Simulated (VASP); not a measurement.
FeSi: phonons with PBEsol

Crystal: FeSi.

```
Fe Si
1.0
     4.40627    0.00000    0.00000
     0.00000    4.40627    0.00000
     0.00000    0.00000    4.40627
Fe Si
4 4
Direct
  0.13722 0.13722 0.13722
  0.36278 0.86278 0.63722
  0.63722 0.36278 0.86278
  0.86278 0.63722 0.36278
  0.84104 0.84104 0.84104
  0.65896 0.15896 0.34104
  0.34104 0.65896 0.15896
  0.15896 0.34104 0.65896
```

- Program: VASP 6.6.1
- Task: phonons
- Functional: PBEsol
- Potentials or basis: VASP PAW PBE potentials, release 64 (Fe, Si)
- Cutoff: 600 eV
- k mesh: 8 × 8 × 8
- Occupations: gaussian, width 0.03 eV
- Spin: no spin polarisation
- By perturbation theory: no
- Further INCAR settings: ALGO = Fast; EDIFF = 1e-08; IBRION = 6; POTIM = 0.015; NSW = 1

- Highest phonon frequency at Γ, LO-TO splitting left out: 481 cm⁻¹

Phonon frequencies in cm⁻¹ (negative: imaginary):
```tsv
q point	frequencies
(0.000, 0.000, 0.000)	0 0 0 213 213 234 234 234 250 306 306 306 352 352 352 354 354 377 377 377 414 481 481 481
```

Wall time 16 min on 2 MPI ranks on Intel(R) Xeon(R) Platinum 8488C (Sapphire Rapids) (shared host), peak memory 1 GiB a rank.

 Spin polarisation is off, so any magnetic state and its effect on volume and gap are missing.
